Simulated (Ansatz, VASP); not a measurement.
**CdSe in VASP and in Ansatz**

The input POSCAR:

```
CdSe
1.0
    4.0193504367      0.0000000000      0.0000000000
   -2.0096752184      3.4808595849      0.0000000000
    0.0000000000      0.0000000000      6.6587297966
Cd Se
2 2
Direct
    0.0000000000      0.0000000000      0.0000000000
    0.0000000000      0.0000000000      0.5000000000
    0.3333333333      0.6666666667      0.2500000000
    0.6666666667      0.3333333333      0.7500000000
```

INCAR.step1

```
  ALGO = Normal
  EDIFF = 1E-4
  ENCUT = 520
  GGA = PE
  ISMEAR = -1
  LASPH = T
  LCHARG = F
  LREAL = F
  LWAVE = T
  NBANDS = 26
  NELM = 100
  PREC = Accurate
  SIGMA = 0.02
```

File INCAR.step2:

```
  ALGO = Normal
  EDIFF = 1E-7
  ENCUT = 520
  ISIF = 2
  ISMEAR = -1
  ISTART = 1
  LASPH = T
  LCHARG = F
  LMIXTAU = T
  LREAL = F
  LWAVE = F
  METAGGA = R2SCAN
  NBANDS = 26
  NELM = 100
  PREC = Accurate
  SIGMA = 0.02
```

The input KPOINTS:

```
k-points
0
Gamma
  6 6 4
```

Input for Ansatz:

```yaml
crystal:
  lattice:
    - [4.0193504367, 0.0, 0.0]
    - [-2.0096752184, 3.4808595849, 0.0]
    - [0.0, 0.0, 6.6587297966]
  atoms:
    - { symbol: Cd, position: [0.0, 0.0, 0.0] }
    - { symbol: Cd, position: [0.0, 0.0, 0.5] }
    - { symbol: Se, position: [0.3333333333, 0.6666666667, 0.25] }
    - { symbol: Se, position: [0.6666666667, 0.3333333333, 0.75] }
kpoints:
  mp_grid: { grid: [6, 6, 4] }
hamiltonian:
  xc: r2scan
scf:
  occupations: { method: fermi_dirac, width: 0.02 }
  n_extra_bands: 5
output:
  forces: true
  stress: true
  eigenvalues: true
```

Alike in both runs: task single point; functional r2SCAN; k mesh 6 × 6 × 4; occupations fermi-dirac, width 0.02 eV; no spin polarisation.

|  | VASP | Ansatz |
| --- | --- | --- |
| version | VASP 6.6.1 | Ansatz 0.2.0 |
| potentials or method | VASP PAW PBE potentials, release 64 (Cd, Se) | plane waves |
| plane-wave cutoff (eV) | 520 | 500 |
| valence electrons in the cell | 36 | 72 |

Ansatz gave:

- pressure (GPa): 0.0

Problem. Which values does VASP return?

Solution. Pressure (GPa): 0.4.

The functional is the same, so the differences come from potentials, cutoffs and numerics. The two sets of potentials don't hold the same shells in valence.

Caveats: the PAW data sets were made with another functional, which shifts forces and pressure a little (VASP). r2SCAN opens gaps a little over a GGA but as a rule still falls short of measured ones. A k mesh can miss the band edges.
